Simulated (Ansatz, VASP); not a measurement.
**Two plane-wave programs on MnS**

File INCAR:

```
SYSTEM = MnS
PREC = Accurate
ENCUT = 520
EDIFF = 1E-7
ISMEAR = 0
SIGMA = 0.05
LREAL = .False.
LASPH = .True.
NELM = 150
ALGO = Normal
ISIF = 2
LWAVE = .False.
LCHARG = .True.
ISPIN = 2
MAGMOM = 5 0
LORBIT = 11
LMAXMIX = 4
GGA = PE
LELF = .True.
LVHAR = .True.
NBANDS = 20
```

Contents of KPOINTS:

```
Automatic mesh
0
Gamma
  6 6 6
  0 0 0
```

File POSCAR:

```
MnS
1.0
    0.0000000000      2.6045000000      2.6045000000
    2.6045000000      0.0000000000      2.6045000000
    2.6045000000      2.6045000000      0.0000000000
Mn S
1 1
Direct
    0.0000000000      0.0000000000      0.0000000000
    0.5000000000      0.5000000000      0.5000000000
```

Input for Ansatz:

```yaml
crystal:
  lattice:
    - [0.0, 2.6045, 2.6045]
    - [2.6045, 0.0, 2.6045]
    - [2.6045, 2.6045, 0.0]
  atoms:
    - { symbol: Mn, position: [0.0, 0.0, 0.0], spin: 5.0 }
    - { symbol: S, position: [0.5, 0.5, 0.5] }
basis:
  ecutwfc: 420
  ecutrho_ratio: 4
kpoints:
  mp_grid: { grid: [6, 6, 6] }
hamiltonian:
  xc: pbe
scf:
  occupations: { method: gaussian, width: 0.05 }
output:
  forces: true
  stress: true
  eigenvalues: true
  populations: true
magnetization:
  spin_polarized: true
```

Alike in both runs: task single point; functional PBE; k mesh 6 × 6 × 6; occupations gaussian, width 0.05 eV; collinear spin.

|  | VASP | Ansatz |
| --- | --- | --- |
| version | VASP 6.6.1 | Ansatz 0.2.0 |
| potentials or method | VASP PAW PBE potentials, release 64 (Mn_pv, S) | scalar-relativistic, plane waves, PAW |
| plane-wave cutoff (eV) | 520 | 420 |
| valence electrons in the cell | 19 | 21 |

|  | VASP | Ansatz | Ansatz less VASP |
| --- | --- | --- | --- |
| gap on the k mesh at the Fermi level (eV) | none | none | - |
| pressure (GPa) | -3.5 | -3.5 | +0.01 |
| net moment per atom (μB) | 2.33 | 2.33 | 0.000 |
| size of the moment on the site where the two differ most (μB) | 4.23 | 4.19 | -0.047 |

Site moments also hang on the region over which each program counts them. A gap of «none» marks a metal or a gap that the smearing closes. The two sets of potentials don't hold the same shells in valence.

Caveats: a cell with one magnetic atom can't hold antiferromagnetic order, which such compounds often take; semilocal functionals often make such compounds metallic where correlation or magnetic order opens a gap, which also shifts bond lengths. With open d or f shells a metallic result of PBE can be an artefact of self-interaction; +U or a hybrid may open a gap.
